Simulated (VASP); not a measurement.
# NiO (F-43m) in VASP: further runs, part 2 of 3

VASP 6.6.1.

## (3) Band structure, TPSS, collinear spin, ferromagnetic start

The input, INCAR:

```
PREC = Accurate
ENCUT = 520
EDIFF = 1E-6
ISMEAR = -1
SIGMA = 0.05
LREAL = False
LASPH = True
NELM = 120
ALGO = Normal
ISIF = 2
LWAVE = False
LCHARG = False
ISPIN = 2
MAGMOM = 1 0
LORBIT = 11
LMAXMIX = 4
METAGGA = TPSS
LMIXTAU = True
```

The input, KPOINTS:

```
regular mesh
0
Gamma
  7 7 7
```

The input, POSCAR:

```
NiO
1.0
    0.0000000000      2.2406300000      2.2406300000
    2.2406300000      0.0000000000      2.2406300000
    2.2406300000      2.2406300000      0.0000000000
Ni O
1 1
Direct
    0.0000000000      0.0000000000      0.0000000000
    0.7500000000      0.7500000000      0.7500000000
```

The input, KPOINTS_OPT:

```
path GXWKGLUWLK,UX
15
line-mode
reciprocal
 0.0000000000  0.0000000000  0.0000000000  G
 0.5000000000  0.0000000000  0.5000000000  X

 0.5000000000  0.0000000000  0.5000000000  X
 0.5000000000  0.2500000000  0.7500000000  W

 0.5000000000  0.2500000000  0.7500000000  W
 0.3750000000  0.3750000000  0.7500000000  K

 0.3750000000  0.3750000000  0.7500000000  K
 0.0000000000  0.0000000000  0.0000000000  G

 0.0000000000  0.0000000000  0.0000000000  G
 0.5000000000  0.5000000000  0.5000000000  L

 0.5000000000  0.5000000000  0.5000000000  L
 0.6250000000  0.2500000000  0.6250000000  U

 0.6250000000  0.2500000000  0.6250000000  U
 0.5000000000  0.2500000000  0.7500000000  W

 0.5000000000  0.2500000000  0.7500000000  W
 0.5000000000  0.5000000000  0.5000000000  L

 0.5000000000  0.5000000000  0.5000000000  L
 0.3750000000  0.3750000000  0.7500000000  K

 0.6250000000  0.2500000000  0.6250000000  U
 0.5000000000  0.0000000000  0.5000000000  X
```

Potentials or basis: VASP PAW PBE potentials, release 64 (Ni, O).

Started as:

```console
> cat potpaw_PBE.64/Ni/POTCAR potpaw_PBE.64/O/POTCAR > POTCAR
> mpirun -np 1 vasp_std > vasp.out
```

OUTCAR:

```text
PREC = Accurate
   ENCUT = 520
   EDIFF = 1E-6
   ISMEAR = -1
   LREAL = False
   LASPH = True
   NELM = 120
   ISIF = 2
   ISPIN = 2
   LORBIT = 11
   METAGGA = TPSS

 ion  position               nearest neighbor table
   1  0.000  0.000  0.000-   2 1.94   2 1.94   2 1.94   2 1.94
   2  0.750  0.750  0.750-   1 1.94   1 1.94   1 1.94   1 1.94

  LATTYP: Found a face centered cubic cell.
 ALAT       =     4.4812600000

  Lattice vectors:

 A1 = (   0.0000000000,   2.2406300000,   2.2406300000)
 A2 = (   2.2406300000,   0.0000000000,   2.2406300000)
 A3 = (   2.2406300000,   2.2406300000,   0.0000000000)

Analysis of symmetry for initial positions (statically):
=====================================================================
 Subroutine PRICEL returns:
 Original cell was already a primitive cell.

 Routine SETGRP: Setting up the symmetry group for a
 face centered cubic supercell.

 Subroutine GETGRP returns: Found 24 space group operations
[... 818 lines left out ...]
      7       4.5085      1.00000
      8       5.4635      0.95246
      9       5.9277      0.00186
     10      13.1304      0.00000
     11      15.5204      0.00000
     12      16.3015      0.00000
     13      18.6721      0.00000

------------------------ aborting loop because EDIFF is reached ----------------------------------------

  FORCE on cell =-STRESS in cart. coord.  units (eV):
  Direction    XX          YY          ZZ          XY          YZ          ZX
  --------------------------------------------------------------------------------------
  -------------------------------------------------------------------------------------
  Total       -0.1035685     -0.1035685     -0.1035685      0.0000000      0.0000000      0.0000000
  in kB       -7.3756091     -7.3756091     -7.3756091      0.0000000      0.0000000      0.0000000
  external PRESSURE =      -7.3756091 kB  Pullay stress =       0.0000000 kB

 VOLUME and BASIS-vectors are now :
 -----------------------------------------------------------------------------
  energy-cutoff  :      520.00
  volume of cell :       22.50
      direct lattice vectors                 reciprocal lattice vectors
     0.000000000  2.240630000  2.240630000    -0.223151524  0.223151524  0.223151524
     2.240630000  0.000000000  2.240630000     0.223151524 -0.223151524  0.223151524
     2.240630000  2.240630000  0.000000000     0.223151524  0.223151524 -0.223151524

 POSITION                                       TOTAL-FORCE (eV/Angst)
 -----------------------------------------------------------------------------------
      0.00000      0.00000      0.00000        -0.000000     -0.000000     -0.000000
      3.36095      3.36095      3.36095         0.000000      0.000000      0.000000
 -----------------------------------------------------------------------------------
    total drift:                               -0.000008     -0.000008     -0.000008

  FREE ENERGIE OF THE ION-ELECTRON SYSTEM (eV)
  ---------------------------------------------------
  free  energy   TOTEN  =       -21.5225170127 eV

  energy  without entropy=      -21.5075760999  energy(sigma->0) =      -21.51504656

 total charge

# of ion       s       p       d       tot
------------------------------------------
    1        0.374   0.483   8.217   9.074
    2        1.539   3.421   0.000   4.960
--------------------------------------------------
tot          1.913   3.904   8.217  14.033

 magnetization (x)

# of ion       s       p       d       tot
------------------------------------------
    1        0.001   0.037   1.540   1.578
    2        0.014   0.342   0.000   0.356
--------------------------------------------------
tot          0.014   0.379   1.540   1.934
```

stdout:

```text
POSCAR found type information on POSCAR NiO
 POSCAR found :  2 types and       2 ions
 scaLAPACK will be used
 -----------------------------------------------------------------------------
|                                                                             |
|                                                                             |
|     You enforced a specific xc type in the INCAR file but a different       |
|     I HOPE YOU KNOW WHAT YOU ARE DOING!                                     |
|                                                                             |
 -----------------------------------------------------------------------------

 LDA part: xc-table for (None), standard interpolation
 POSCAR, INCAR and KPOINTS ok, starting setup
 FFT: planning ... GRIDC
 FFT: planning ... GRID_SOFT
 FFT: planning ... GRID
 WAVECAR not read
 entering main loop
 Start KPOINTS_OPT (optional k-point list driver)
k-point batch [1-20\150]
k-point batch [21-40\150]
k-point batch [41-60\150]
k-point batch [61-80\150]
k-point batch [81-100\150]
k-point batch [101-120\150]
k-point batch [121-140\150]
k-point batch [141-150\150]
```

Wall time 82 s (1 thread of Intel Xeon Platinum 8488C (Sapphire Rapids), shared host); peak memory 0.16 GiB.

What came out:

| Quantity | Value |
| --- | --- |
| Free energy | -21.5225 eV |
| Pressure | -0.7 GPa |
| Band gap along the path | none (metal or under the smearing width) |
| Net moment | 1.99 μB per cell |
| Site moments | Ni +1.58; O +0.36 μB |
| Valence electrons inside the program's atomic spheres | Ni 9.07; O 4.96 |

Levels at the corners of the path, in eV from the Fermi level:
Spin up:
| point | band 6 | band 7 | band 8 | band 9 | band 10 | band 11 | band 12 | band 13 |
| --- | --- | --- | --- | --- | --- | --- | --- | --- |
| Γ | -2.65 | -0.06 | -0.06 | -0.06 | 0.21 | 14.38 | 14.38 | 14.38 |
| X | -2.37 | -2.15 | -2.15 | -1.94 | 5.17 | 10.02 | 11.02 | 14.61 |
| X | -2.37 | -2.15 | -2.15 | -1.94 | 5.17 | 10.02 | 11.02 | 14.61 |
| W | -3.05 | -2.51 | -2.25 | -1.27 | 6.92 | 9.94 | 10.42 | 11.60 |
| W | -3.05 | -2.51 | -2.25 | -1.27 | 6.92 | 9.94 | 10.42 | 11.60 |
| K | -2.68 | -2.65 | -1.73 | -1.53 | 6.47 | 9.37 | 10.14 | 14.33 |
| K | -2.68 | -2.65 | -1.73 | -1.53 | 6.47 | 9.37 | 10.14 | 14.33 |
| Γ | -2.65 | -0.06 | -0.06 | -0.06 | 0.21 | 14.38 | 14.38 | 14.38 |
| Γ | -2.65 | -0.06 | -0.06 | -0.06 | 0.21 | 14.38 | 14.38 | 14.38 |
| L | -2.60 | -2.60 | -0.88 | -0.88 | 5.75 | 7.19 | 13.81 | 13.81 |
| L | -2.60 | -2.60 | -0.88 | -0.88 | 5.75 | 7.19 | 13.81 | 13.81 |
| U | -2.68 | -2.65 | -1.73 | -1.53 | 6.47 | 9.37 | 10.14 | 14.33 |
| U | -2.68 | -2.65 | -1.73 | -1.53 | 6.47 | 9.37 | 10.14 | 14.33 |
| W | -3.05 | -2.51 | -2.25 | -1.27 | 6.92 | 9.94 | 10.42 | 11.60 |
| W | -3.05 | -2.51 | -2.25 | -1.27 | 6.92 | 9.94 | 10.42 | 11.60 |
| L | -2.60 | -2.60 | -0.88 | -0.88 | 5.75 | 7.19 | 13.81 | 13.81 |
| L | -2.60 | -2.60 | -0.88 | -0.88 | 5.75 | 7.19 | 13.81 | 13.81 |
| K | -2.68 | -2.65 | -1.73 | -1.53 | 6.47 | 9.37 | 10.14 | 14.33 |
| U | -2.68 | -2.65 | -1.73 | -1.53 | 6.47 | 9.37 | 10.14 | 14.33 |
| X | -2.37 | -2.15 | -2.15 | -1.94 | 5.17 | 10.02 | 11.02 | 14.61 |
Spin down:
| point | band 6 | band 7 | band 8 | band 9 | band 10 | band 11 |
| --- | --- | --- | --- | --- | --- | --- |
| Γ | -1.71 | 0.55 | 1.83 | 1.83 | 1.83 | 14.66 |
| X | -1.41 | -1.03 | -0.04 | -0.04 | 5.75 | 10.70 |
| X | -1.41 | -1.03 | -0.04 | -0.04 | 5.75 | 10.70 |
| W | -1.40 | -1.30 | -0.17 | 0.25 | 7.56 | 10.69 |
| W | -1.40 | -1.30 | -0.17 | 0.25 | 7.56 | 10.69 |
| K | -1.45 | -0.95 | -0.10 | 0.26 | 7.03 | 9.88 |
| K | -1.45 | -0.95 | -0.10 | 0.26 | 7.03 | 9.88 |
| Γ | -1.71 | 0.55 | 1.83 | 1.83 | 1.83 | 14.66 |
| Γ | -1.71 | 0.55 | 1.83 | 1.83 | 1.83 | 14.66 |
| L | -1.45 | -0.69 | 0.89 | 0.89 | 6.10 | 7.76 |
| L | -1.45 | -0.69 | 0.89 | 0.89 | 6.10 | 7.76 |
| U | -1.45 | -0.95 | -0.10 | 0.26 | 7.03 | 9.88 |
| U | -1.45 | -0.95 | -0.10 | 0.26 | 7.03 | 9.88 |
| W | -1.40 | -1.30 | -0.17 | 0.25 | 7.56 | 10.69 |
| W | -1.40 | -1.30 | -0.17 | 0.25 | 7.56 | 10.69 |
| L | -1.45 | -0.69 | 0.89 | 0.89 | 6.10 | 7.76 |
| L | -1.45 | -0.69 | 0.89 | 0.89 | 6.10 | 7.76 |
| K | -1.45 | -0.95 | -0.10 | 0.26 | 7.03 | 9.88 |
| U | -1.45 | -0.95 | -0.10 | 0.26 | 7.03 | 9.88 |
| X | -1.41 | -1.03 | -0.04 | -0.04 | 5.75 | 10.70 |

Caveat: the PAW data sets were made with another functional, which shifts forces and pressure a little; a cell with one magnetic atom can't hold antiferromagnetic order, which such compounds often take; semilocal functionals often make such compounds metallic where correlation or magnetic order opens a gap, which also shifts bond lengths.

[end of part 2 of 3]
